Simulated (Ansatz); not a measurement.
Input and command of a plane-wave DFT calculation in Ansatz:

```yaml
crystal:
  lattice:
    - [2.564482797, 0.0, 0.0]
    - [-1.2822413985, 2.2209072497, 0.0]
    - [0.0, 0.0, 5.3151284198]
  atoms:
    - { symbol: Pt, position: [0.6666666667, 0.3333333333, 0.75] }
    - { symbol: Pt, position: [0.3333333333, 0.6666666667, 0.25] }
basis:
  ecutwfc: 420
kpoints:
  mp_grid: { grid: [30, 30, 14] }
hamiltonian:
  xc: pbesol
scf:
  occupations: { method: gaussian, width: 0.15 }
output:
  forces: true
  stress: true
  eigenvalues: true
```

```bash
ansatz run input.yaml --threads 1 --pin off --max-ram 2560MiB --backend cpu --events-out ev --progress --plain --runs-dir out
```

Processor: Arm Neoverse N1, 1 thread, on a host shared with other jobs.

Estimate time, memory and problem size.

About 28 s on 1 thread of Arm Neoverse N1, on a shared host, peak memory 0.6 GiB. It solves 22 bands at 728 k points (the mesh reduced by the symmetry that the task leaves, which can be less than the crystal's) with about 623 plane waves, in 6 SCF iterations.
